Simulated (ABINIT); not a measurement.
# InAs (F-43m) in ABINIT: settings compared

The runs below take InAs through single point, relaxation of cell and atoms, with PBEsol, LDA.

Everything below comes from runs of ABINIT 10.8.3 (patched build). Logs are shortened: lines on timing, memory, paths and dates and some standing lists are left out, and cuts for length are marked. The log counts tension as positive stress, the text compression.

**Experimental background.**

From a printed reference work, data compilation, for a bulk crystal of InAs at 4.2 K: band gap 0.418 eV (direct).

The results are compared with them further down.

## Step 1: The crystal as given

Symmetry: F-43m, No. 216, cubic system. Conventional cell: a = 6.036 Å, b = 6.036 Å, c = 6.036 Å, α = 90.00°, β = 90.00°, γ = 90.00°. In (site symmetry -43m) has 4 As at 2.61 Å as nearest neighbours. As (site symmetry -43m) has 4 In at 2.61 Å as nearest neighbours.

## Step 2: Single point, PBEsol

The input, run.abi:

```
# Pseudopotentials
pp_dirpath "./"
pseudos "In.upf, As.upf"

# Structure
acell 8.0655335175 8.0655335175 8.0655335175
rprim
     0.0000000000     0.7071067812     0.7071067812
     0.7071067812     0.0000000000     0.7071067812
     0.7071067812     0.7071067812     0.0000000000
ntypat 2
znucl 49 33
natom 2
typat 1 2
xred
     0.0000000000     0.0000000000     0.0000000000
     0.7500000000     0.7500000000     0.7500000000

# Plane-wave basis
ecut 38.0

# k points
kptopt 1
ngkpt 6 6 6
nshiftk 1
shiftk 0.0 0.0 0.0

# Exchange and correlation
ixc -116133

# Bands and occupations
nband 18
occopt 3
tsmear 0.05 eV

# SCF cycle
nstep 100
tolvrs 1.0e-10

# Output
iomode 3
prtwf 0
prteig 0
prtebands 0
enunit 1
prtvol 2
prtden 1
prtvha 1
prtvclmb 1
prtpot 1
prtelf 1
```

Potentials or basis: PseudoDojo NC SR PBEsol v0.4.1 standard.

Command:

```sh
$ mpirun --bind-to none -np 4 abinit run.abi > log 2>&1
```

run.abo:

```text
.Version 10.8.3 of ABINIT
 Symmetries : space group F-4 3 m (#216); Bravais cF (face-center cubic)
================================================================================
 Values of the parameters that define the memory need of the present run
     intxc =       0    ionmov =       0      iscf =       7    lmnmax =       6
     lnmax =       6     mgfft =      48  mpssoang =       3    mqgrid =    3001
     natom =       2  nloc_mem =       1    nspden =       1   nspinor =       1
    nsppol =       1      nsym =      24    n1xccc =    2501    ntypat =       2
    occopt =       3   xclevel =       2
       mpw =        4168          nfft =      110592          nkpt =          16
================================================================================
================================================================================

--------------------------------------------------------------------------------
------------- Echo of variables that govern the present computation ------------
--------------------------------------------------------------------------------
 -outvars: echo values of preprocessed input variables --------
            acell      8.0655335175E+00  8.0655335175E+00  8.0655335175E+00 Bohr
              amu      1.14820000E+02  7.49215900E+01
             ecut      3.80000000E+01 Hartree
           enunit           1
              ixc     -116133
         kptrlatt        6    0    0      0    6    0      0    0    6
          kptrlen      4.83932011E+01
            natom           2
            nband          18
            ngfft          48      48      48
             nkpt          16
            nstep         100
             nsym          24
           ntypat           2
           occopt           3
        prtebands           0
           prteig           0
           prtelf           1
           prtpot           1
         prtvclmb           1
           prtvha           1
           prtvol           2
            prtwf           0
            rprim      0.0000000000E+00  7.0710678120E-01  7.0710678120E-01
                       7.0710678120E-01  0.0000000000E+00  7.0710678120E-01
                       7.0710678120E-01  7.0710678120E-01  0.0000000000E+00
          spgroup         216
           tolvrs      1.00000000E-10
           tsmear      1.83746611E-03 Hartree
            typat      1  2
           xangst      0.0000000000E+00  0.0000000000E+00  0.0000000000E+00
                       4.5269999970E+00  4.5269999970E+00  4.5269999970E+00
            xcart      0.0000000000E+00  0.0000000000E+00  0.0000000000E+00
                       8.5547901663E+00  8.5547901663E+00  8.5547901663E+00
             xred      0.0000000000E+00  0.0000000000E+00  0.0000000000E+00
                       7.5000000000E-01  7.5000000000E-01  7.5000000000E-01
            znucl       49.00000   33.00000

[... 211 lines left out ...]
   7.95270    7.95270
 kpt#   2, nband= 18, wtk=  0.03704, kpt=  0.1667  0.0000  0.0000 (reduced coord)
 -30.98263  -30.98263  -30.98245  -30.97384  -30.97384  -10.35668  -10.31150  -10.31150
 -10.19323  -10.19323   -7.55984    1.53476    3.76356    3.76356    5.28219    8.34761
   8.40267    8.40267
 kpt#   3, nband= 18, wtk=  0.03704, kpt=  0.3333  0.0000  0.0000 (reduced coord)
 -30.98279  -30.98248  -30.98248  -30.97382  -30.97382  -10.42017  -10.29506  -10.29506
 -10.18940  -10.18940   -6.84695   -0.71386    3.27841    3.27841    5.12559    8.76215
   8.76215   10.16933
 kpt#   4, nband= 18, wtk=  0.01852, kpt=  0.5000  0.0000  0.0000 (reduced coord)
 -30.98260  -30.98241  -30.98241  -30.97376  -30.97376  -10.44936  -10.28920  -10.28920
 -10.18501  -10.18501   -6.35186   -1.75622    3.08047    3.08047    4.96743    8.71676
   8.71676   10.82571
 kpt#   5, nband= 18, wtk=  0.02778, kpt=  0.1667  0.1667  0.0000 (reduced coord)
[... 32 lines left out ...]
 -30.98303  -30.98255  -30.98255  -30.97427  -30.97376  -10.50931  -10.23756  -10.23756
 -10.23342  -10.17038   -5.80330   -1.81984    1.72427    1.72427    5.51654    6.06672
  13.25931   13.34028
 kpt#  14, nband= 18, wtk=  0.11111, kpt=  0.5000  0.3333  0.1667 (reduced coord)
 -30.98277  -30.98248  -30.98245  -30.97385  -30.97381  -10.46265  -10.27590  -10.26349
 -10.20891  -10.18186   -6.30699   -1.06399    1.32347    2.31836    7.39288    7.48584
   8.92974   11.37683
 kpt#  15, nband= 18, wtk=  0.11111, kpt= -0.3333  0.3333  0.1667 (reduced coord)
 -30.98268  -30.98262  -30.98235  -30.97395  -30.97373  -10.47549  -10.27533  -10.25509
 -10.20453  -10.18582   -5.92624   -1.59294    0.92676    1.96228    7.41914    8.14040
   9.61064   11.20164
 kpt#  16, nband= 18, wtk=  0.05556, kpt= -0.3333  0.5000  0.1667 (reduced coord)
 -30.98280  -30.98245  -30.98237  -30.97407  -30.97368  -10.49209  -10.26132  -10.24462
 -10.21561  -10.17993   -5.76318   -1.71367    1.22288    1.27673    7.08595    7.48232
  10.47877   11.01443
 Total charge density [el/Bohr^3]
)     Maximum=    2.3995E+00  at reduced coord.    0.7500    0.7500    0.8333
)Next maximum=    2.3995E+00  at reduced coord.    0.6667    0.7500    0.8333
)     Minimum=    1.2525E-04  at reduced coord.    0.7500    0.7500    0.7500
)Next minimum=    4.8405E-04  at reduced coord.    0.0000    0.0000    0.0000
   Integrated=    2.8000E+01

--- !EnergyTerms
iteration_state     : {dtset: 1, }
comment             : Components of total free energy in Hartree
kinetic             :  1.17928513134350E+02
hartree             :  5.22089734315159E+01
xc                  : -4.33576668894011E+01
Ewald energy        : -9.28949152013881E+01
psp_core            :  4.07321565316853E+00
local_psp           : -1.43286724116948E+02
non_local_psp       : -6.69150734739169E+01
internal            : -1.72243677462620E+02
'-kT*entropy'       : -3.45080387259975E-05
total_energy        : -1.72243711970659E+02
total_energy_eV     : -4.68699017487510E+03
band_energy         : -1.53821509709789E+01
...

 Cartesian components of stress tensor (hartree/bohr^3)
  sigma(1 1)= -3.39347589E-05  sigma(3 2)=  0.00000000E+00
  sigma(2 2)= -3.39347589E-05  sigma(3 1)=  0.00000000E+00
  sigma(3 3)= -3.39347589E-05  sigma(2 1)=  0.00000000E+00

-Cartesian components of stress tensor (GPa)         [Pressure=  9.9840E-01 GPa]
- sigma(1 1)= -9.98395077E-01  sigma(3 2)=  0.00000000E+00
- sigma(2 2)= -9.98395077E-01  sigma(3 1)=  0.00000000E+00
- sigma(3 3)= -9.98395077E-01  sigma(2 1)=  0.00000000E+00

== END DATASET(S) ==============================================================
================================================================================

 -outvars: echo values of variables after computation  --------
            acell      8.0655335175E+00  8.0655335175E+00  8.0655335175E+00 Bohr
           etotal     -1.7224371197E+02
            fcart     -1.1803234668E-29 -1.1803234668E-29  3.5409704004E-29
                       1.1803234668E-29  1.1803234668E-29 -3.5409704004E-29
            rprim      0.0000000000E+00  7.0710678120E-01  7.0710678120E-01
                       7.0710678120E-01  0.0000000000E+00  7.0710678120E-01
                       7.0710678120E-01  7.0710678120E-01  0.0000000000E+00
           strten     -3.3934758936E-05 -3.3934758936E-05 -3.3934758936E-05
                       0.0000000000E+00  0.0000000000E+00  0.0000000000E+00
           xangst      0.0000000000E+00  0.0000000000E+00  0.0000000000E+00
                       4.5269999970E+00  4.5269999970E+00  4.5269999970E+00
             xred      0.0000000000E+00  0.0000000000E+00  0.0000000000E+00
                       7.5000000000E-01  7.5000000000E-01  7.5000000000E-01
 Calculation completed.
```

Wall time 18 s (4 MPI ranks of Arm Neoverse V1, shared host); peak memory 0.36 GiB.

What came out:

```
Free energy                                           : -4686.9902 eV
Pressure                                              : 1.0 GPa
Band gap on the k mesh                                : none (metal or under the smearing width)
Valence electrons inside the program's atomic spheres : In 9.91; As 12.37
```

Caveat: this crystal is a semiconductor, whose small gap the functional closes, so the metal is an error of the method.

## Step 3: Relaxation of cell and atoms, PBEsol

The input, run.abi:

```
# Pseudopotentials
pp_dirpath "./"
pseudos "In.upf, As.upf"

# Structure
acell 4.2680965312 4.2680965312 4.2680965312 Angstrom
rprim
     0.0000000000     0.7071067812     0.7071067812
     0.7071067812     0.0000000000     0.7071067812
     0.7071067812     0.7071067812     0.0000000000
ntypat 2
znucl 49 33
natom 2
typat 1 2
chkprim 0
chksymtnons 0
tolsym 1.0e-6
xred
            0.0            0.0            0.0
            3/4            3/4            3/4

# Plane-wave basis
ecut 42.0
ecutsm 0.5

# k points
kptopt 1
ngkpt 6 6 6
nshiftk 1
shiftk 0.0 0.0 0.0

# Exchange and correlation
ixc -116133

# Bands and occupations
nband 18
occopt 3
tsmear 0.00183747

# SCF cycle
nstep 80
tolvrs 1.0e-12

# Output
iomode 3
prteig 0
prtebands 0
prtwf 0
prtden 0

# Relaxation
ionmov 2
optcell 2
ntime 50
tolmxf 2.0e-5
dilatmx 1.08
```

Potentials or basis: PseudoDojo NC SR PBEsol v0.4.1 standard.

Command:

```sh
$ mpirun --bind-to none -np 4 abinit run.abi > log 2>&1
```

run.abo:

```text
.Version 10.8.3 of ABINIT
 Symmetries : space group F-4 3 m (#216); Bravais cF (face-center cubic)
================================================================================
 Values of the parameters that define the memory need of the present run
     intxc =       0    ionmov =       2      iscf =       7    lmnmax =       6
     lnmax =       6     mgfft =      54  mpssoang =       3    mqgrid =    3001
     natom =       2  nloc_mem =       1    nspden =       1   nspinor =       1
    nsppol =       1      nsym =      24    n1xccc =    2501    ntypat =       2
    occopt =       3   xclevel =       2
       mpw =        6106          nfft =      157464          nkpt =          16
================================================================================
================================================================================

--------------------------------------------------------------------------------
------------- Echo of variables that govern the present computation ------------
--------------------------------------------------------------------------------
 -outvars: echo values of preprocessed input variables --------
            acell      8.0655335229E+00  8.0655335229E+00  8.0655335229E+00 Bohr
              amu      1.14820000E+02  7.49215900E+01
          chkprim           0
      chksymtnons           0
          dilatmx      1.08000000E+00
             ecut      4.20000000E+01 Hartree
           ecutsm      5.00000000E-01 Hartree
           ionmov           2
              ixc     -116133
[... 525 lines left out ...]
comment             : Components of total free energy in Hartree
kinetic             :  1.17920725988120E+02
hartree             :  5.27429270814214E+01
xc                  : -4.33436418452928E+01
Ewald energy        : -9.20227852235775E+01
psp_core            :  3.95956701328080E+00
local_psp           : -1.44564911832092E+02
non_local_psp       : -6.69362137473288E+01
internal            : -1.72244332565468E+02
'-kT*entropy'       : -3.47721606110894E-05
total_energy        : -1.72244367337629E+02
total_energy_eV     : -4.68700800831886E+03
band_energy         : -1.56016697443797E+01
...

 Cartesian components of stress tensor (hartree/bohr^3)
  sigma(1 1)= -6.98422564E-08  sigma(3 2)=  0.00000000E+00
  sigma(2 2)= -6.98422564E-08  sigma(3 1)=  0.00000000E+00
  sigma(3 3)= -6.98422564E-08  sigma(2 1)=  0.00000000E+00

-Cartesian components of stress tensor (GPa)         [Pressure=  2.0548E-03 GPa]
- sigma(1 1)= -2.05483013E-03  sigma(3 2)=  0.00000000E+00
- sigma(2 2)= -2.05483013E-03  sigma(3 1)=  0.00000000E+00
- sigma(3 3)= -2.05483013E-03  sigma(2 1)=  0.00000000E+00

== END DATASET(S) ==============================================================
================================================================================

 -outvars: echo values of variables after computation  --------
            acell      8.1419732119E+00  8.1419732119E+00  8.1419732119E+00 Bohr
           etotal     -1.7224436734E+02
            fcart     -0.0000000000E+00 -0.0000000000E+00 -0.0000000000E+00
                      -0.0000000000E+00 -0.0000000000E+00 -0.0000000000E+00
            rprim      0.0000000000E+00  7.0710678119E-01  7.0710678119E-01
                       7.0710678119E-01  0.0000000000E+00  7.0710678119E-01
                       7.0710678119E-01  7.0710678119E-01  0.0000000000E+00
           strten     -6.9842256391E-08 -6.9842256393E-08 -6.9842256393E-08
                       0.0000000000E+00  0.0000000000E+00  0.0000000000E+00
           xangst      4.7373148673E-29  4.7373148673E-29 -1.4211944602E-28
                       4.5699038539E+00  4.5699038539E+00  4.5699038539E+00
             xred     -2.3324250996E-29 -2.3324250996E-29  3.8873751659E-29
                       7.5000000000E-01  7.5000000000E-01  7.5000000000E-01
 Calculation completed.
```

Run time: 81 s. Hardware: 4 MPI ranks of Intel Xeon Platinum 8488C (Sapphire Rapids), shared host; peak memory 0.44 GiB.

What came out:

| Item | Value |
| --- | --- |
| Free energy | -4687.0080 eV |
| Relaxed volume | 28.28 Å³/atom |
| Relaxed cell | a = 4.309 Å, b = 4.309 Å, c = 4.309 Å, α = 60.00°, β = 60.00°, γ = 60.00° |
| Space group after relaxing (to 0.05 Å) | F-43m (No. 216) |
| Energy gained by relaxing | 4.0 meV/atom |
| Ionic steps | 4 |
| Pressure after relaxing | 0.0 GPa |
| Band gap on the k mesh | none (metal or under the smearing width) |

The path:
```
step  energy change (eV)  largest force (eV/Å)  pressure (GPa)  volume (Å³)
   1              0.0000                0.0000            1.69        54.98
   2             -0.0027                0.0000            1.36        55.26
   3             -0.0081                0.0000            0.05        56.50
   4             -0.0081                0.0000            0.00        56.56
```

Final structure:
```cif
data_structure
_symmetry_space_group_name_H-M 'P 1'
_symmetry_Int_Tables_number 1
_cell_length_a 4.3085
_cell_length_b 4.3085
_cell_length_c 4.3085
_cell_angle_alpha 60.000
_cell_angle_beta 60.000
_cell_angle_gamma 60.000
_cell_volume 56.56
loop_
_atom_site_label
_atom_site_type_symbol
_atom_site_fract_x
_atom_site_fract_y
_atom_site_fract_z
_atom_site_occupancy
In1 In 0.00000 0.00000 0.00000 1
As1 As 0.75000 0.75000 0.75000 1
```

Caveat: this crystal is a semiconductor, whose small gap the functional closes, so the metal is an error of the method. Zero-point motion and thermal expansion aren't in these numbers.

[end of part 1 of 2]
